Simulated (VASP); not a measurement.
**C18N: single point with PBEsol**

C18N, a slab with vacuum:

```
CELL_PARAMETERS angstrom
7.39800 0.00000 0.00000
-3.69900 6.40686 0.00000
0.00000 0.00000 12.00000
ATOMIC_POSITIONS crystal
C 0.00392 0.99199 0.10928
C 0.22682 0.10914 0.08380
C 0.00159 0.33427 0.08396
C 0.22122 0.44079 0.08168
C 0.99928 0.66256 0.07557
C 0.22232 0.77352 0.07675
C 0.33328 0.99653 0.07556
C 0.55507 0.10681 0.07567
C 0.33329 0.32876 0.08163
C 0.55601 0.43981 0.07809
C 0.33228 0.66352 0.07808
C 0.55499 0.77457 0.08168
C 0.66149 0.99419 0.08394
C 0.88446 0.11127 0.10948
C 0.66599 0.32984 0.07693
C 0.88900 0.44074 0.07573
C 0.66708 0.66255 0.08163
C 0.88670 0.76905 0.08375
N 0.94438 0.05150 0.21180
```

The cell was built by a generator and needn't be a form met in nature.

```
Program             : VASP 6.6.1
Task                : single point
Functional          : PBEsol
Potentials or basis : VASP PAW PBE potentials, release 64 (C, N)
Cutoff              : 520 eV
k mesh              : 2 × 2 × 1
Occupations         : fermi-dirac, width 0.02 eV
Spin                : collinear spin, typed start
Starting moments    : [0.0, 0.0, 0.0, 0.0, 0.0, 0.0, 0.0, 0.0, 0.0, 0.0, 0.0, 0.0, 0.0, 0.0, 0.0, 0.0, 0.0, 0.0, 1.0] μB
```

```
Largest force                                         : 0.209 eV/Å
Band gap on the k mesh                                : none (metal or under the smearing width)
Net moment                                            : 0.50 μB per cell
Site moments                                          : C -0.01, +0.01, -0.00, +0.00; N +0.35 μB
Valence electrons inside the program's atomic spheres : C 2.62, 2.64, 2.65; N 3.68
```

Forces in eV/Å, atoms in the order of the input:
```
C    0.076 -0.055 -0.077
C    0.003 -0.006 -0.013
C   -0.007 -0.007 -0.003
C    0.004 -0.003  0.002
C    0.008  0.008 -0.007
C   -0.003 -0.005  0.004
C   -0.014  0.002 -0.002
C    0.008  0.009 -0.007
C   -0.006  0.003  0.010
C   -0.007  0.010 -0.011
C    0.004 -0.004 -0.013
C    0.006 -0.004  0.001
C    0.007  0.003 -0.006
C   -0.081  0.061 -0.080
C    0.008 -0.006 -0.003
C    0.005 -0.006 -0.010
C   -0.012 -0.002  0.006
C    0.006  0.001 -0.001
N   -0.007  0.001  0.209
```

Levels at points of the mesh, in eV from the Fermi level:
Spin up:
```
           k point  band 36  band 37  band 38  band 39  band 40  band 41  band 42  band 43
(0.00, 0.00, 0.00)    -2.81    -1.02    -0.42     0.22     0.25     1.54     3.76     3.97
(0.50, 0.00, 0.00)    -2.29    -2.10    -1.21    -0.97     1.81     2.33     2.75     2.75
(0.00, 0.50, 0.00)    -2.29    -2.10    -1.21    -0.97     1.81     2.33     2.75     2.75
(0.50, 0.50, 0.00)    -2.29    -2.20    -0.83    -0.59     1.05     2.30     2.67     3.11
```
Spin down:
| k point | band 36 | band 37 | band 38 | band 39 | band 40 | band 41 |
| --- | --- | --- | --- | --- | --- | --- |
| (0.00, 0.00, 0.00) | -2.79 | -0.37 | -0.06 | 0.21 | 0.38 | 1.57 |
| (0.50, 0.00, 0.00) | -2.28 | -2.00 | -1.14 | 0.00 | 1.83 | 2.40 |
| (0.00, 0.50, 0.00) | -2.28 | -2.00 | -1.14 | 0.00 | 1.83 | 2.40 |
| (0.50, 0.50, 0.00) | -2.29 | -2.08 | -0.54 | 0.19 | 1.08 | 2.29 |

Wall time 7.4 min on 1 thread of Intel(R) Xeon(R) 6975P-C (Granite Rapids) (shared host), peak memory 0.88 GiB.

Caveat: the k mesh is coarse (spacing up to 0.49 Å⁻¹), so the values aren't converged; the PAW data sets were made with another functional, which shifts forces and pressure a little.
